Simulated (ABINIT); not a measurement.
The system is ZnSe (Stilleite).

```
Se Zn
1.0
     0.00000    2.83380    2.83380
     2.83380    0.00000    2.83380
     2.83380    2.83380    0.00000
Se Zn
1 1
Direct
  0.75000 0.75000 0.75000
  0.00000 0.00000 0.00000
```

Base run:

* Program: ABINIT 10.8.3 (patched build)
* Functional: LDA-Teter
* Potentials or basis: JTH PAW LDA v2.0
* Cutoff: 544 eV
* k mesh: 8 × 8 × 8
* Occupations: fermi-dirac, width 0.05 eV
* Spin: no spin polarisation

Its results: band gap on the k mesh 1.03 eV, direct.

The run is repeated on the same cell with these changes: functional from LDA-Teter to LDA; k mesh from 8 × 8 × 8 to 3 × 3 × 3. What comes out?

Band gap on the k mesh 0.97 eV, direct.

Several settings changed at once, so the effect can't be laid on one alone.

Caveats: some runs use coarse meshes.

